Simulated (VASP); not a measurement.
# MgF2 (P4_2/mnm) in VASP: single point with PBEsol

Aim: the single point of MgF2 with PBEsol.

Everything below comes from runs of VASP 6.6.1. Logs are shortened: lines on timing, memory, paths and dates and some standing lists are left out, and cuts for length are marked.

## 1. The structure

The structure is tetragonal, space group P4_2/mnm (No. 136). Conventional cell: a = 4.621 Å, b = 4.621 Å, c = 3.016 Å, α = 90.00°, β = 90.00°, γ = 90.00°. Around Mg (site symmetry mmm) lie 6 F at 1.98 Å. F (site symmetry m2m) has 3 Mg at 1.98 Å as nearest neighbours.

## 2. Single point, PBEsol

Input file INCAR:

```
ALGO = Fast ; EDIFF = 1E-6
ENCUT = 520 ; GGA = PS
ISIF = 2 ; ISMEAR = 0
LASPH = True ; LCHARG = True
LELF = True ; LREAL = False
LVHAR = True ; LWAVE = False
NBANDS = 25 ; NELM = 100
PREC = Accurate ; SIGMA = 0.1
```

Input file KPOINTS:

```
k-points
0
Gamma
  4 4 6
```

Input file POSCAR:

```
MgF2
1.0
    4.6213000000      0.0000000000      0.0000000000
    0.0000000000      4.6213000000      0.0000000000
    0.0000000000      0.0000000000      3.0159000000
Mg F
2 4
Direct
    0.0000000000      0.0000000000      0.0000000000
    0.5000000000      0.5000000000      0.5000000000
    0.3028000000      0.3028000000      0.0000000000
    0.1972000000      0.8028000000      0.5000000000
    0.6972000000      0.6972000000      0.0000000000
    0.8028000000      0.1972000000      0.5000000000
```

Potentials or basis: VASP PAW PBE potentials, release 64 (Mg, F).

On the command line:

```bash
cat potpaw_PBE.64/Mg/POTCAR potpaw_PBE.64/F/POTCAR > POTCAR
mpirun -np 1 vasp_std > vasp.out
```

OUTCAR:

```text
EDIFF = 1E-6
   ENCUT = 520
   GGA = PS
   ISIF = 2
   ISMEAR = 0
   LASPH = True
   LREAL = False
   NELM = 100
   PREC = Accurate

 ion  position               nearest neighbor table
   1  0.000  0.000  0.000-   3 1.98   5 1.98   4 1.98   6 1.98   4 1.98   6 1.98   2 3.60   2 3.60
                             2 3.60   2 3.60   2 3.60   2 3.60   2 3.60   2 3.60
   2  0.500  0.500  0.500-   4 1.98   6 1.98   5 1.98   3 1.98   3 1.98   5 1.98   1 3.60   1 3.60
                             1 3.60   1 3.60   1 3.60   1 3.60   1 3.60   1 3.60
   3  0.303  0.303  0.000-   1 1.98   2 1.98   2 1.98
   4  0.197  0.803  0.500-   2 1.98   1 1.98   1 1.98
   5  0.697  0.697  0.000-   1 1.98   2 1.98   2 1.98
   6  0.803  0.197  0.500-   2 1.98   1 1.98   1 1.98

  LATTYP: Found a simple tetragonal cell.
 ALAT       =     4.6213000000
 C/A-ratio  =     0.6526085733

  Lattice vectors:

 A1 = (   4.6213000000,   0.0000000000,   0.0000000000)
 A2 = (   0.0000000000,   4.6213000000,   0.0000000000)
 A3 = (   0.0000000000,   0.0000000000,   3.0159000000)

Analysis of symmetry for initial positions (statically):
=====================================================================
 Subroutine PRICEL returns:
 Original cell was already a primitive cell.

 Routine SETGRP: Setting up the symmetry group for a
 simple tetragonal supercell.

 Subroutine GETGRP returns: Found 16 space group operations
 (whereof  8 operations were pure point group operations)
 out of a pool of 16 trial point group operations.

The static configuration has the point symmetry D_2h.
 The point group associated with its full space group is D_4h.

Analysis of symmetry for dynamics (positions and initial velocities):
=====================================================================
 Subroutine PRICEL returns:
 Original cell was already a primitive cell.

 Routine SETGRP: Setting up the symmetry group for a
 simple tetragonal supercell.

 Subroutine GETGRP returns: Found 16 space group operations
 (whereof  8 operations were pure point group operations)
 out of a pool of 16 trial point group operations.

The dynamic configuration has the point symmetry D_2h.
 The point group associated with its full space group is D_4h.

 Subroutine INISYM returns: Found 16 space group operations
 (whereof  8 operations are pure point group operations),
 and found     1 'primitive' translations

----------------------------------------------------------------------------------------

                                     Primitive cell

  volume of cell :      64.4088

  direct lattice vectors                    reciprocal lattice vectors
     4.621300000  0.000000000  0.000000000     0.216389328  0.000000000  0.000000000
     0.000000000  4.621300000  0.000000000     0.000000000  0.216389328  0.000000000
     0.000000000  0.000000000  3.015900000     0.000000000  0.000000000  0.331575981

  length of vectors
     4.621300000  4.621300000  3.015900000     0.216389328  0.216389328  0.331575981

  position of ions in fractional coordinates (direct lattice)
     0.000000000  0.000000000  0.000000000
     0.500000000  0.500000000  0.500000000
     0.302800000  0.302800000  0.000000000
     0.197200000  0.802800000  0.500000000
     0.697200000  0.697200000  0.000000000
     0.802800000  0.197200000  0.500000000

  ion indices of the primitive-cell ions
   primitive index   ion index
                 1           1
                 2           2
                 3           3
                 4           4
                 5           5
                 6           6

----------------------------------------------------------------------------------------

 KPOINTS: k-points

Automatic generation of k-mesh.
 Grid dimensions read from file:
 generate k-points for:    4    4    6

 Generating k-lattice:

  Cartesian coordinates                     Fractional coordinates (reciprocal lattice)
     0.054097332  0.000000000  0.000000000     0.250000000  0.000000000  0.000000000
     0.000000000  0.054097332  0.000000000     0.000000000  0.250000000  0.000000000
     0.000000000  0.000000000  0.055262663     0.000000000  0.000000000  0.166666667

  Length of vectors
     0.054097332  0.054097332  0.055262663

  Shift w.r.t. Gamma in fractional coordinates (k-lattice)
     0.000000000  0.000000000  0.000000000

 Subroutine IBZKPT returns following result:
 ===========================================

 Found     24 irreducible k-points:

 Following reciprocal coordinates:
            Coordinates               Weight
  0.000000  0.000000  0.000000      1.000000
  0.250000  0.000000  0.000000      4.000000
  0.500000  0.000000  0.000000      2.000000
  0.250000  0.250000  0.000000      4.000000
  0.500000  0.250000  0.000000      4.000000
  0.500000  0.500000  0.000000      1.000000
[... 16 lines left out ...]
  0.500000  0.250000  0.500000      4.000000
  0.500000  0.500000  0.500000      1.000000
   k-points           NKPTS =     24   k-points in BZ     NKDIM =     24   number of bands    NBANDS=     25
   number of dos      NEDOS =    301   number of ions     NIONS =      6
   total plane-waves  NPLWV =  31104
   dimension x,y,z NGX =    36 NGY =   36 NGZ =   24
   dimension x,y,z NGXF=    72 NGYF=   72 NGZF=   48
   ions per type =               2   4
   NGX,Y,Z   is equivalent  to a cutoff of  12.95, 12.95, 13.23 a.u.
   NGXF,Y,Z  is equivalent  to a cutoff of  25.90, 25.90, 26.46 a.u.
 SYSTEM =  unknown system
   PREC   = accura    normal or accurate (medium, high low for compatibility)
   ISTART =      0    job   : 0-new  1-cont  2-samecut
   ICHARG =      2    charge: 1-file 2-atom 10-const
   ISPIN  =      1    spin polarized calculation?
   LNONCOLLINEAR =      F non collinear calculations
   LSORBIT =      F    spin-orbit coupling
   LASPH  =      T    aspherical Exc in radial PAW
   ENCUT  =  520.0 eV  38.22 Ry    6.18 a.u.   8.59  8.59  5.61*2*pi/ulx,y,z
   NELM   =    100;   NELMIN=  2; NELMDL= -5     # of ELM steps
   EDIFF  = 0.1E-05   stopping-criterion for ELM
   LREAL  =      F    real-space projection
   EDIFFG = 0.1E-04   stopping-criterion for IOM
   NSW    =      0    number of steps for IOM
   IBRION =     -1    ionic relax: 0-MD 1-quasi-New 2-CG
   NFREE  =      0    steps in history (QN), initial steepest desc. (CG)
   ISIF   =      2    stress and relaxation
   ISYM   =      2    0-nonsym 1-usesym 2-fastsym
   POTIM  = 0.5000    time-step for ionic-motion
   TEBEG  =    0.0;   TEEND  =   0.0 temperature during run
   PSTRESS=    0.0 pullay stress
   NELECT =      32.0000    total number of electrons
   NUPDOWN=      -1.0000    fix difference up-down
   EMIN   =  10.00;   EMAX   =-10.00  energy-range for DOS
   EFERMI =   0.00;   METHOD = LEGACY
   ISMEAR =     0;   SIGMA  =   0.10  broadening in eV -4-tet -1-fermi 0-gaus
   EFERMI_NEDOS =   21; number of points for ismear=-14 and -15
   IALGO  =     68    algorithm
   IMIX   =      4    mixing-type and parameters
     AMIX     =   0.40;   BMIX     =  1.00
     AMIX_MAG =   1.60;   BMIX_MAG =  1.00
  volume/ion in A,a.u.               =      10.73        72.44
  Fermi-wavevector in a.u.,A,eV,Ry     =   1.296611  2.450240 22.874119  1.681200
  Thomas-Fermi vector in A             =   2.428056
   LORBIT       =      0    0 simple, 1 ext, 2 COOP (PROOUT), +10 PAW based schemes
   GGA     = PS    functional components
   LHFCALC =     F    Hartree Fock is set to
   AEXX    =    0.0000 exact exchange contribution
   IVDW    =     0    specifies the selected vdW correction
   LEPSILON=     F    determine dielectric tensor
   LRPA    =     F    only Hartree local field effects (RPA)
 non-spin polarized calculation
 RMM-DIIS sequential band-by-band and
 Gauss-broadening in eV      SIGMA  =   0.10
  energy-cutoff  :      520.00
  volume of cell :       64.41
 maximum number of plane-waves:      1764
 NGX is ok and might be reduce to    36
   NGX = 17   NGY = 17   NGZ = 11

 number of electron      32.0000021 magnetization

 Free energy of the ion-electron system (eV)
  ---------------------------------------------------
  ext. energy  EPLUGINS =         0.00000000
  ---------------------------------------------------
  free energy    TOTEN  =       -32.58956242 eV

  energy without entropy =      -32.58956242  energy(sigma->0) =      -32.58956242

 E-fermi :  -0.7498     XC(G=0): -10.0567

 val. band max:       -1.2252283173   @ k =   0.0000   0.0000   0.0000
 cond. band min:       5.8054102476   @ k =   0.0000   0.0000   0.0000
 fundamental gap:      7.0306385649
 Fermi energy:        -0.7498397522

 k-point     1 :       0.0000    0.0000    0.0000
  band No.  band energies     occupation
      1     -21.9305      2.00000
      2     -21.0909      2.00000
      3     -21.0909      2.00000
      4     -20.9880      2.00000
      5      -5.4269      2.00000
      6      -3.8311      2.00000
[... 17 lines left out ...]
     24      17.2146      0.00000
     25      17.2147      0.00000

 k-point     2 :       0.2500    0.0000    0.0000
  band No.  band energies     occupation
      1     -21.8284      2.00000
      2     -21.2645      2.00000
      3     -21.0622      2.00000
      4     -20.9601      2.00000
      5      -5.1993      2.00000
      6      -3.9894      2.00000
[... 17 lines left out ...]
     24      16.7160      0.00000
     25      17.2604      0.00000

 k-point     3 :       0.5000    0.0000    0.0000
  band No.  band energies     occupation
      1     -21.5658      2.00000
      2     -21.5658      2.00000
      3     -20.9985      2.00000
      4     -20.9985      2.00000
      5      -4.6624      2.00000
      6      -4.6624      2.00000
[... 17 lines left out ...]
     24      16.2632      0.00000
     25      17.0881      0.00000

 k-point     4 :       0.2500    0.2500    0.0000
  band No.  band energies     occupation
      1     -21.7369      2.00000
      2     -21.2923      2.00000
      3     -21.1195      2.00000
      4     -20.9790      2.00000
      5      -5.0027      2.00000
      6      -4.1142      2.00000
[... 17 lines left out ...]
     24      17.0372      0.00000
     25      17.0461      0.00000

 k-point     5 :       0.5000    0.2500    0.0000
  band No.  band energies     occupation
      1     -21.5085      2.00000
      2     -21.5085      2.00000
      3     -21.0613      2.00000
      4     -21.0613      2.00000
      5      -4.5572      2.00000
      6      -4.5572      2.00000
[... 17 lines left out ...]
     24      16.4170      0.00000
     25      17.1726      0.00000

 k-point     6 :       0.5000    0.5000    0.0000
  band No.  band energies     occupation
      1     -21.4279      2.00000
      2     -21.4279      2.00000
      3     -21.1476      2.00000
      4     -21.1476      2.00000
      5      -4.4226      2.00000
      6      -4.4226      2.00000
[... 17 lines left out ...]
     24      16.5662      0.00000
     25      16.8578      0.00000
[... 393 lines left out ...]
 k-point    21 :       0.5000    0.0000    0.5000
  band No.  band energies     occupation
      1     -21.2357      2.00000
      2     -21.2357      2.00000
      3     -21.0502      2.00000
      4     -21.0502      2.00000
      5      -4.5045      2.00000
      6      -4.5045      2.00000
[... 17 lines left out ...]
     24      15.0061      0.00000
     25      15.8107      0.00000

 k-point    22 :       0.2500    0.2500    0.5000
  band No.  band energies     occupation
      1     -21.2607      2.00000
      2     -21.2388      2.00000
      3     -21.0468      2.00000
      4     -21.0235      2.00000
      5      -4.8333      2.00000
      6      -4.5560      2.00000
[... 17 lines left out ...]
     24      15.1040      0.00000
     25      15.5210      0.00000

 k-point    23 :       0.5000    0.2500    0.5000
  band No.  band energies     occupation
      1     -21.2348      2.00000
      2     -21.2348      2.00000
      3     -21.0480      2.00000
      4     -21.0480      2.00000
      5      -4.8902      2.00000
      6      -4.8902      2.00000
[... 17 lines left out ...]
     24      14.3544      0.00000
     25      16.0492      0.00000

 k-point    24 :       0.5000    0.5000    0.5000
  band No.  band energies     occupation
      1     -21.2341      2.00000
      2     -21.2341      2.00000
      3     -21.0466      2.00000
      4     -21.0466      2.00000
      5      -5.0900      2.00000
      6      -5.0900      2.00000
[... 17 lines left out ...]
     24      13.8806      0.00000
     25      16.6418      0.00000

------------------------ aborting loop because EDIFF is reached ----------------------------------------

  FORCE on cell =-STRESS in cart. coord.  units (eV):
  Direction    XX          YY          ZZ          XY          YZ          ZX
  --------------------------------------------------------------------------------------
  -------------------------------------------------------------------------------------
  Total        0.4257150      0.4257150      1.1361908     -0.0000000      0.0000000      0.0000000
  in kB       10.5897145     10.5897145     28.2628924     -0.0000000      0.0000000      0.0000000
  external PRESSURE =      16.4807738 kB  Pullay stress =       0.0000000 kB

 VOLUME and BASIS-vectors are now :
 -----------------------------------------------------------------------------
  energy-cutoff  :      520.00
  volume of cell :       64.41
      direct lattice vectors                 reciprocal lattice vectors
     4.621300000  0.000000000  0.000000000     0.216389328  0.000000000  0.000000000
     0.000000000  4.621300000  0.000000000     0.000000000  0.216389328  0.000000000
     0.000000000  0.000000000  3.015900000     0.000000000  0.000000000  0.331575981

 POSITION                                       TOTAL-FORCE (eV/Angst)
 -----------------------------------------------------------------------------------
      0.00000      0.00000      0.00000         0.000000      0.000000      0.000000
      2.31065      2.31065      1.50795         0.000000      0.000000      0.000000
      1.39933      1.39933      0.00000        -0.009910     -0.009910     -0.000000
      0.91132      3.70998      1.50795         0.009910     -0.009910     -0.000000
      3.22197      3.22197      0.00000         0.009910      0.009910      0.000000
      3.70998      0.91132      1.50795        -0.009910      0.009910      0.000000
 -----------------------------------------------------------------------------------
    total drift:                                0.000000      0.000000      0.000000

  FREE ENERGIE OF THE ION-ELECTRON SYSTEM (eV)
  ---------------------------------------------------
  free  energy   TOTEN  =       -32.5895624240 eV

  energy  without entropy=      -32.5895624240  energy(sigma->0) =      -32.58956242
```

Wall time 20 s (1 thread of Intel Xeon 6975P-C (Granite Rapids), shared host); peak memory 0.18 GiB.

Results:

```
Free energy            : -32.5896 eV
Pressure               : 1.6 GPa
Largest force          : 0.014 eV/Å
Band gap on the k mesh : 7.03 eV, direct
```

Forces on the atoms (eV/Å):
```
Mg   0.000  0.000  0.000
Mg   0.000  0.000  0.000
F   -0.010 -0.010  0.000
F    0.010 -0.010  0.000
F    0.010  0.010  0.000
F   -0.010  0.010  0.000
```

Levels at points of the mesh, in eV from the valence-band top:
```
           k point  band 13  band 14  band 15  band 16  band 17  band 18  band 19  band 20
(0.00, 0.00, 0.00)    -0.73    -0.34    -0.34     0.00     7.03    12.16    12.16    13.72
(0.50, 0.00, 0.00)    -0.98    -0.98    -0.40    -0.40     9.45     9.45    13.44    13.44
(0.50, 0.50, 0.00)    -0.99    -0.99    -0.82    -0.82    11.20    11.20    11.22    11.22
(0.00, 0.00, 0.50)    -1.19    -1.19    -0.89    -0.89    11.83    11.83    14.88    14.88
(0.50, 0.00, 0.50)    -0.77    -0.77    -0.69    -0.69    12.67    12.67    13.50    13.50
(0.50, 0.50, 0.50)    -0.64    -0.64    -0.50    -0.50    13.21    13.21    13.25    13.25
```

Caveat: the PAW data sets were made with another functional, which shifts forces and pressure a little.
